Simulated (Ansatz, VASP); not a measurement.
# Cross-check of GaN between VASP and Ansatz

Aim: how closely do two programs agree when they are given the same cell, functional and k mesh? Other levels of theory on this material are compared in a session of their own.

Calculated with Ansatz 0.2.0; plane waves, with VASP 6.6.1 beside it; single point at PBEsol.

The database entry behind the starting cell differs from later determinations by our own check (thin film, about 0.3 % long), so it need not match the best structure at ambient conditions.

## Step 1: The structure

Symmetry: P6_3mc, No. 186, hexagonal system. Conventional cell: a = 3.197 Å, b = 3.197 Å, c = 5.207 Å, α = 90.00°, β = 90.00°, γ = 120.00°. Nearest to Ga lie 4 N at 1.95 to 1.97 Å. Nearest to N lie 4 Ga at 1.95 to 1.97 Å. Farther neighbours and most contacts between anions are not listed.

## Step 2: VASP: single point, PBEsol

A single point gives forces, pressure and levels at one fixed geometry, so differences don't come from the geometry; what else differs is listed under the comparison.

Lines of VASP's logs that name or quote its potential files are left out, and so is its time.

Contents of INCAR:

```
SYSTEM = GaN
PREC = Accurate
ENCUT = 520
EDIFF = 1E-05
NELM = 100
ISMEAR = 0
SIGMA = 0.05
LREAL = .FALSE.
ALGO = Normal
GGA = PS
NBANDS = 24
LORBIT = 11
LWAVE = .FALSE.
LCHARG = .FALSE.
KPAR = 8
```

Contents of POSCAR:

```
GaN
1.0
    3.1972000000      0.0000000000      0.0000000000
   -1.5986000000      2.7688564200      0.0000000000
    0.0000000000      0.0000000000      5.2070000000
Ga N
2 2
Direct
    0.6666666700      0.3333333300      0.5912000000
    0.3333333300      0.6666666700      0.0912000000
    0.6666666700      0.3333333300      0.9688000000
    0.3333333300      0.6666666700      0.4688000000
```

Contents of KPOINTS:

```
Automatic mesh
0
Gamma
8 8 4
0 0 0
```

The projector-augmented-wave data sets are Ga_d and N (PBE family, release 64).

On the command line:

```sh
$ mpirun -np 8 vasp_std
```

Numbers of over 12 decimals in the logs are rounded to 6 here.

Log:

```text
[banner, memory and clock lines left out]
running    8 mpi-ranks, on    1 nodes
 distrk:  each k-point on    1 cores,    8 groups
 distr:  one band on    1 cores,    1 groups

 POSCAR found type information on POSCAR GaN
 POSCAR found :  2 types and       4 ions
|                                                                             |
|           W    W    AA    RRRRR   N    N  II  N    N   GGGG   !!!           |
|           W    W   A  A   R    R  NN   N  II  NN   N  G    G  !!!           |
|           W    W  A    A  R    R  N N  N  II  N N  N  G       !!!           |
|           W WW W  AAAAAA  RRRRR   N  N N  II  N  N N  G  GGG   !            |
|           WW  WW  A    A  R   R   N   NN  II  N   NN  G    G                |
|           W    W  A    A  R    R  N    N  II  N    N   GGGG   !!!           |
|                                                                             |
|     For optimal performance we recommend to set                             |
|       NCORE = 2 up to number-of-cores-per-socket                            |
|     NCORE specifies how many cores store one orbital (NPAR=cpu/NCORE).      |
|     This setting can greatly improve the performance of VASP for DFT.       |
|     The default, NCORE=1 might be grossly inefficient on modern             |
|     multi-core architectures or massively parallel machines. Do your        |
|     Unfortunately you need to use the default for GW and RPA                |
|     calculations (for HF NCORE is supported but not extensively tested      |
|     yet).                                                                   |
|                                                                             |

|                                                                             |
|               ----> ADVICE to this user running VASP <----                  |
|                                                                             |
|     You enforced a specific xc type in the INCAR file but a different       |
|     [... a line on the potential file left out ...]
|     I HOPE YOU KNOW WHAT YOU ARE DOING!                                     |
|                                                                             |

 LDA part: xc-table for (Slater+PW92), standard interpolation
 POSCAR, INCAR and KPOINTS ok, starting setup
 FFT: planning ... GRIDC
 FFT: planning ... GRID_SOFT
 FFT: planning ... GRID
 WAVECAR not read
 entering main loop
       N       E                     dE             d eps       ncg     rms          rms(c)
DAV:   1     0.260834903366E+03    0.26083E+03   -0.18397E+04  1568   0.280E+03
DAV:   2     0.858170252550E-01   -0.26075E+03   -0.25066E+03  1656   0.497E+02
DAV:   3    -0.289430960752E+02   -0.29029E+02   -0.28802E+02  1688   0.138E+02
DAV:   4    -0.298469253548E+02   -0.90383E+00   -0.90232E+00  1912   0.270E+01
DAV:   5    -0.298619480431E+02   -0.15023E-01   -0.15019E-01  1656   0.313E+00    0.102E+01
DAV:   6    -0.262465033133E+02    0.36154E+01   -0.10995E+01  2520   0.520E+01    0.307E+00
DAV:   7    -0.263103884815E+02   -0.63885E-01   -0.13682E+00  1504   0.891E+00    0.262E+00
DAV:   8    -0.262876770173E+02    0.22711E-01   -0.23333E-01  2480   0.618E+00    0.994E-01
DAV:   9    -0.262654979206E+02    0.22179E-01   -0.84379E-02  2376   0.470E+00    0.323E-01
DAV:  10    -0.262662886751E+02   -0.79075E-03   -0.48380E-03  1648   0.652E-01    0.841E-02
DAV:  11    -0.262660887365E+02    0.19994E-03   -0.13754E-03  2248   0.674E-01    0.443E-02
DAV:  12    -0.262661041910E+02   -0.15454E-04   -0.15394E-04  1544   0.865E-02    0.545E-02
DAV:  13    -0.262661153608E+02   -0.11170E-04   -0.70085E-06  1024   0.245E-02    0.672E-02
DAV:  14    -0.262661275774E+02   -0.12217E-04   -0.96247E-06   872   0.216E-02    0.826E-02
DAV:  15    -0.262661212527E+02    0.63247E-05   -0.21013E-06   824   0.158E-02
   1 F= -.26266121E+02 E0= -.26266121E+02  d E =-.189488E-15
```

From OUTCAR (step 2):

```text
ion  position               nearest neighbor table
   1  0.667  0.333  0.591-   4 1.95   4 1.95   4 1.95   3 1.97
   2  0.333  0.667  0.091-   3 1.95   3 1.95   3 1.95   4 1.97
   3  0.667  0.333  0.969-   2 1.95   2 1.95   2 1.95   1 1.97
   4  0.333  0.667  0.469-   1 1.95   1 1.95   1 1.95   2 1.97

  LATTYP: Found a hexagonal cell.
 ALAT       =     3.1972000000
 C/A-ratio  =     1.6286125360

 Subroutine GETGRP returns: Found 12 space group operations
 (whereof  6 operations were pure point group operations)

The static configuration has the point symmetry C_3v.
 The point group associated with its full space group is C_6v.

 Found     30 irreducible k-points:

   k-points           NKPTS =     30   k-points in BZ     NKDIM =     30   number of bands    NBANDS=     24

   dimension x,y,z NGX =    24 NGY =   24 NGZ =   40
   dimension x,y,z NGXF=    48 NGYF=   48 NGZF=   80

   ENCUT  =  520.0 eV  38.22 Ry    6.18 a.u.   5.94  5.94  9.68*2*pi/ulx,y,z

   NELECT =      36.0000    total number of electrons

 k-points in reciprocal lattice and weights: Automatic mesh
   0.00000000  0.00000000  0.00000000       0.004
   0.12500000  0.00000000  0.00000000       0.023
   0.25000000  0.00000000  0.00000000       0.023
   0.37500000  0.00000000  0.00000000       0.023
   0.50000000  0.00000000  0.00000000       0.012
   0.12500000  0.12500000  0.00000000       0.023
   0.25000000  0.12500000  0.00000000       0.047
   0.37500000  0.12500000  0.00000000       0.047
   0.25000000  0.25000000  0.00000000       0.023
[...]
0.25000000  0.25000000  0.50000000       0.023
   0.37500000  0.25000000  0.50000000       0.023

 average (electrostatic) potential at core
       1 -63.4118       2 -63.4118       3 -62.2298       4 -62.2298

 E-fermi :   5.3527

 k-point     1 :       0.0000    0.0000    0.0000
  band No.  band energies     occupation
    ...
     14       4.0595      2.00000
     15       4.0595      2.00000
     16       5.0651      2.00000
     17       5.0892      2.00000
     18       5.0892      2.00000
     19       6.8998      0.00000
     20       9.2035      0.00000
     21      14.1393      0.00000
     22      14.8300      0.00000
     23      14.8300      0.00000
    ...

 k-point     2 :       0.1250    0.0000    0.0000
  band No.  band energies     occupation
    ...
     14       2.9911      2.00000
     15       3.7494      2.00000
     16       3.9142      2.00000
     17       4.9092      2.00000
     18       4.9485      2.00000
     19       7.9573      0.00000
     20      10.0731      0.00000
     21      13.5760      0.00000
     22      14.0694      0.00000
     23      15.2126      0.00000
    ...

 k-point     3 :       0.2500    0.0000    0.0000
  band No.  band energies     occupation
    ...
     14       1.0818      2.00000
     15       2.2016      2.00000
     16       3.1085      2.00000
     17       4.3947      2.00000
     18       4.5875      2.00000
     19       9.2672      0.00000
     20      10.8806      0.00000
     21      12.3382      0.00000
     22      13.4724      0.00000
     23      15.0731      0.00000
    ...

  Total       -0.7333022     -0.7333022     -0.8086210      0.0000000      0.0000000      0.0000000
  in kB      -25.4879986    -25.4879986    -28.1059171      0.0000000      0.0000000      0.0000000
  external PRESSURE =     -26.3606381 kB  Pullay stress =       0.0000000 kB

  energy-cutoff  :      520.00
  volume of cell :       46.10
      direct lattice vectors                 reciprocal lattice vectors
     3.197200000  0.000000000  0.000000000     0.312773677  0.180579967  0.000000000
    -1.598600000  2.768856420  0.000000000     0.000000000  0.361159933  0.000000000
     0.000000000  0.000000000  5.207000000     0.000000000  0.000000000  0.192049165

 POSITION                                       TOTAL-FORCE (eV/Angst)
 -----------------------------------------------------------------------------------
      1.59860      0.92295      3.07838         0.000000     -0.000000      0.049651
     -0.00000      1.84590      0.47488        -0.000000      0.000000      0.049651
      1.59860      0.92295      5.04454         0.000000      0.000000     -0.049651
     -0.00000      1.84590      2.44104        -0.000000      0.000000     -0.049651
 -----------------------------------------------------------------------------------
    total drift:                               -0.000012      0.000004      0.001651

  FREE ENERGIE OF THE ION-ELECTRON SYSTEM (eV)
  ---------------------------------------------------
  free  energy   TOTEN  =       -26.2661212527 eV

  energy  without entropy=      -26.2661212527  energy(sigma->0) =      -26.26612125

 total charge
# of ion       s       p       d       tot
------------------------------------------
    1        0.788   0.893  10.175  11.857
    2        0.788   0.893  10.175  11.857
    3        1.217   2.499   0.000   3.716
    4        1.217   2.499   0.000   3.716
--------------------------------------------------
tot          4.011   6.784  20.351  31.146

[... 3 further parts left out ...]
```

The run ends at a pressure of -2.64 GPa, with forces up to 0.050 eV/Å.

## Step 3: Ansatz: single point, PBEsol

Ansatz runs on its default PAW (the set named soft_2) files.

The same cell, functional, mesh and smearing now go to Ansatz, which takes its cutoff from its data sets.

Contents of input.yaml:

```yaml
crystal:
  lattice:
    - [3.1972, 0.0, 0.0]
    - [-1.5986, 2.76885642, 0.0]
    - [0.0, 0.0, 5.207]
  atoms:
    - { symbol: Ga, position: [0.66666667, 0.33333333, 0.5912] }
    - { symbol: Ga, position: [0.33333333, 0.66666667, 0.0912] }
    - { symbol: "N", position: [0.66666667, 0.33333333, 0.9688] }
    - { symbol: "N", position: [0.33333333, 0.66666667, 0.4688] }
hamiltonian:
  xc: pbesol
  pseudopotentials: { kind: paw }
kpoints:
  mp_grid: { grid: [8, 8, 4] }
scf:
  occupations: { method: gaussian, width: 0.05 }
  n_extra_bands: 5
output:
  forces: true
  stress: true
  eigenvalues: true
  write_density: true
  write_potential: true
  elf: true
  volumetric_format: npy
```

On the command line:

```sh
$ ansatz run input.yaml --threads 2 --pin off --max-ram 4608MiB --backend cpu --events-out ev --progress --plain --runs-dir out
```

Log:

```text
scf.n_extra_bands = 5 over 18 filled bands (N_el = 36.0): the run solves 23 bands
Engine: ansatz 0.2.0, aarch64-unknown-linux-gnu
Pseudopotentials: kind: paw
Pseudopotential: Ga, paw, valence charge 13, recommended cutoff 420 eV (normal), Ga.paw.azcp
Pseudopotential: N, paw, valence charge 5, recommended cutoff 420 eV (normal), N.paw.azcp
Functional definition: PBEsol
  exchange = pbesol_x
  correlation = pbesol_c
Crystal: 4 atoms, lattice volume = 46.095 Å³
Basis set: ecut = 420 eV, 917 PW (Γ), exchange–correlation on 48×48×72 points (8 copies of the dense FFT grid, shifted against one another)
Bands: 23, of which v1, the nominal top of the filled ones, is band 18 counted from 1 (17 counted from 0)
Symmetry: 12 space group operations
Space group: P63mc (ITA 186), of the structure as read, at distance tolerance 3.6e-5 Å
k-points: 30 of 256 (time reversal used)
Non-local potential: Ga, projectors of the file, l = 0: 2, l = 1: 2, l = 2: 3, l = 3: 1
Non-local potential: N, projectors of the file, l = 0: 2, l = 1: 2, l = 2: 1
PAW form: soft (Blöchl's): semilocal exchange-correlation on the pseudo side does not see the compensation charge
PAW frozen core: Ga, regenerated for the run's functional, and the local potential with it (the file was generated under x = pbe(κ = 0.804, μ = 0.219515), c = pbe(β = 0.066725))
PAW frozen core: N, regenerated for the run's functional, and the local potential with it (the file was generated under x = pbe(κ = 0.804, μ = 0.219515), c = pbe(β = 0.066725))
PAW one-centre angular grid: Ga, 590 points (default); XC on 64 Gauss nodes
PAW one-centre angular grid: N, 110 points (default); XC on 64 Gauss nodes
Initial density: superposition of atomic densities (neutral atoms: chi_scale 0, normalization atom), corrected by the library's trained network
Initial wavefunctions: pseudopotential atomic-orbital guess
Functional: x = pbesol(κ = 0.804, μ = 0.123457), c = pbesol(β = 0.046)
SCF iter   1: F=—  HF=-8245.708951 eV  |F-HF|=—  |Δ(HF+E_count)|=         —  Δρ=1.27e-2  dr2=7.23e-2  ethr=1.77e-3  ⟨swp⟩=5.2  Hψ=2748  notcnv=0
preconditioner: auto → Resta (q_TF=auto, 2.618 Å⁻¹)  ε∞=4.7  [insulator: Δε(μ)=1.700 eV  Ē_g=17.023 eV  σ=0.050 eV  W_gap=1.00  n_scr=22 (ndim 8)  ℏωp=32.8 eV  f_vac=0.010  D(μ)=0.00/eV (n_scr^D=0)  ε∞_Penn≈4.7]
SCF iter   2: F=—  HF=-8245.688640 eV  |F-HF|=—  |Δ(HF+E_count)|=   2.03e-2  Δρ=1.79e-3  dr2=1.44e-3  ethr=2.01e-4  ⟨swp⟩=2.1  Hψ=1164  notcnv=0  defer=29
SCF iter   3: F=—  HF=-8245.688497 eV  |F-HF|=—  |Δ(HF+E_count)|=   1.43e-4  Δρ=8.79e-4  dr2=2.68e-4  ethr=4.01e-6  ⟨swp⟩=2.5  Hψ=1021  notcnv=0  defer=30
SCF iter   4: F=—  HF=-8245.688524 eV  |F-HF|=—  |Δ(HF+E_count)|=   2.73e-5  Δρ=1.91e-4  dr2=1.71e-5  ethr=7.46e-7  ⟨swp⟩=2.5  Hψ=1232  notcnv=0  defer=30
SCF iter   5: F=—  HF=-8245.688511 eV  |F-HF|=—  |Δ(HF+E_count)|=   1.32e-5  Δρ=1.06e-4  dr2=3.39e-6  ethr=4.76e-8  ⟨swp⟩=2.0  Hψ=1196  notcnv=0  defer=30
SCF iter   6: F=-8245.688513 eV  HF=-8245.688513 eV  |F-HF|=3.05e-8  |Δ(HF+E_count)|=   2.49e-6  Δρ=1.74e-5  dr2=9.86e-8  ethr=2.78e-10  ⟨swp⟩=9.7  Hψ=4844  notcnv=0
SCF 1 converged in 6 iterations: F = -8245.688513 eV  dr2 = 9.86e-8
  greatest PAW one-centre occupation: 0.995 electrons in one spin orbital (limit 2), on the Ga atom at site 1 (counted from 0), in its partial waves of l = 2
SCF converged after 6 iterations
Free energy (F): -8245.688513 eV
Harris-Foulkes:  -8245.688513 eV  (|F-HF|=3.05e-8)
Internal energy: -8245.688513 eV  (E = F + TS)
E sigma→0 (E₀):  -8245.688513 eV
Fermi energy:    10.313822 eV
--- Per-component energies (eV) ---
  E_band       = -19.567525
  E_kinetic    = 492.432233
  E_local      = -3918.336508  (includes V_loc(G=0)·N_el)
  E_nonlocal   = 950.982544
  E_hartree    = 1798.605692
  E_xc         = -254.983298
  E_vxc        = -267.214321  (∫ρ·V_xc dr)
  E_paw        = -4152.140891  (= ΣΔE_a)
  E_vpaw       = -874.638373  (= ΣTr[D̂ρ^β])
  E_aug_tail   = 0.000094  (compensation charges beyond the density's cutoff)
  E_ewald      = -3164.030533
  E_core_change = 1.782153  (= ΣΔE_core)
  E_smearing   = -0.000000  (= −TS)
  E_closure    = 0.000000  (closes the sum)
  Σ components = -8245.688513   (vs F -8245.688513, Δ=0.00e0)
--- Forces (eV/Å), atoms counted from 1 ---
  atom   1  Ga     0.00000000    -0.00000000     0.05075103
  atom   2  Ga    -0.00000000     0.00000000     0.05075103
  atom   3  N     -0.00000000    -0.00000000    -0.05076833
  atom   4  N     -0.00000000     0.00000000    -0.05076833
  max |Σ_I F_I| component: 3.46e-5 eV/Å
--- Stress (GPa, compression-positive) ---
       -2.325922       0.000000       0.000000
       -0.000000      -2.325922       0.000000
        0.000000       0.000000      -2.669904
  P = ⅓ Tr σ = -2.4406 GPa (-24.406 kbar)
--- Band table (eV; the first three rows and the last of 30) ---
  k-point 0: bands = [... 14 lower, 8.3874, 9.3913, 9.4159, 9.4159, 11.2108, 13.5245, 18.4582, 19.1583, ... 1 higher]
  k-point 1: bands = [... 14 lower, 8.5319, 8.5319, 9.2588, 9.2588, 12.4266, 13.6352, 18.0655, 18.7785, ... 1 higher]
  k-point 2: bands = [... 14 lower, 8.8892, 8.8892, 8.8892, 8.8892, 13.5422, 13.5422, 17.7245, 17.7245, ... 1 higher]
  k-point 29: bands = [... 14 lower, 5.4986, 5.4986, 7.9247, 7.9247, 15.3114, 15.3114, 16.9930, 16.9930, ... 1 higher]
```

Run time: 3.7 s. Hardware: 2 threads of Arm Neoverse N1, shared host; peak memory 0.34 GiB; 6.8 s of CPU time.

The run ends at a pressure of -2.44 GPa, with forces up to 0.051 eV/Å.

## Step 4: Side by side

Known differences besides the potentials themselves: the cutoff is 420 eV in Ansatz and 520 eV in VASP; Ansatz makes its cores anew for this functional, VASP keeps those of its PBE data sets; VASP leaves aspherical gradient terms in its spheres out (LASPH is not set), Ansatz keeps them. Total energies have different zeros and are not compared.

Compared:

| quantity | Ansatz | VASP | difference |
| --- | --- | --- | --- |
| pressure (GPa) | -2.44 | -2.64 | +0.20 |
| pressure without Ansatz's Pulay correction (GPa) | -2.97 | -2.64 | -0.33 |
| gap on the k mesh (eV) | 1.795 | 1.811 | -0.016 |

Forces (eV/Å; atoms numbered as in POSCAR):

| atom | Ansatz x, y, z | VASP x, y, z |
| --- | --- | --- |
| Ga1 | 0.000, 0.000, 0.051 | 0.000, 0.000, 0.050 |
| Ga2 | 0.000, 0.000, 0.051 | 0.000, 0.000, 0.050 |
| N3 | 0.000, 0.000, -0.051 | 0.000, 0.000, -0.050 |
| N4 | 0.000, 0.000, -0.051 | 0.000, 0.000, -0.050 |

The forces differ by 0.6 meV/Å r.m.s., which is 2.2 % of the r.m.s. force of 0.03 eV/Å (both taken over all components). A gap on the mesh is an upper bound, since the band edges may lie between its points. Ansatz's pressure holds a Pulay correction of 0.52 GPa; VASP's holds none.

## Step 5: Outcome

```
difference in gap on the k mesh (single point, PBEsol) : -0.016 eV
```

What this shows: The difference in gap on the k mesh is -0.016 eV (single point, PBEsol), within the 0.08 eV picked in this series as the mark of a large difference. 15 further runs of this series are not shown here. How closely two codes agree says nothing of how well the functional describes the real material.

[Lines on the potential files, build, host, timing and source positions are cut from VASP's logs without a mark.]

[Logs are printed without paths, hosts, clocks, repeated set-up lines and the standing remarks that a program may print on its own settings, such as how far it seeks lower states.]

[Hosts, paths, dates, database ids (printed as entryN), source tags and the programs' standing remarks are cut or masked in the printed files.]
